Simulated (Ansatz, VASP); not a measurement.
**One calculation of W, two programs**

INCAR

```
PREC = Accurate
ENCUT = 520
EDIFF = 1E-7
ISMEAR = 0
SIGMA = 0.15
LREAL = False
LASPH = True
NELM = 80
ALGO = Fast
ISIF = 2
LWAVE = False
LCHARG = False
GGA = PS
NBANDS = 13
```

File KPOINTS:

```
Automatic mesh
0
Gamma
  22 22 22
```

POSCAR

```
W
1.0
    0.0000000000      1.9972523380      2.0971149549
    1.9972523380      0.0000000000      2.0971149549
    1.9972523380      1.9972523380      0.0000000000
W
1
Direct
    0.0000000000      0.0000000000      0.0000000000
```

Input for Ansatz:

```yaml
crystal:
  lattice:
    - [0.0, 1.997252338, 2.0971149549]
    - [1.997252338, 0.0, 2.0971149549]
    - [1.997252338, 1.997252338, 0.0]
  atoms:
    - { symbol: W, position: [0.0, 0.0, 0.0] }
basis:
  ecutwfc: 420
kpoints:
  mp_grid: { grid: [22, 22, 22] }
hamiltonian:
  xc: pbesol
scf:
  occupations: { method: gaussian, width: 0.15 }
output:
  forces: true
  stress: true
  eigenvalues: true
```

Alike in both runs: task single point; functional PBEsol; k mesh 22 × 22 × 22; occupations gaussian, width 0.15 eV; no spin polarisation.

```csv
,VASP,Ansatz
version,VASP 6.6.1,Ansatz 0.2.0
potentials or method,"VASP PAW PBE potentials, release 64 (W_sv)","scalar-relativistic, plane waves, PAW"
plane-wave cutoff (eV),520,420
valence electrons in the cell,14,14
```

```tsv
	VASP	Ansatz	Ansatz less VASP
gap on the k mesh at the Fermi level (eV)	none	none	-
pressure (GPa)	-12.2	-12.7	-0.46
largest component of the traceless stress (GPa)	7.28	7.22	-0.057
```

A gap of «none» marks a metal or a gap that the smearing closes. The functional is the same, so the differences come from potentials, cutoffs and numerics.

Caveats: the PAW data sets were made with another functional, which shifts forces and pressure a little (VASP). Spin-orbit coupling is left out, which matters for the levels of W.
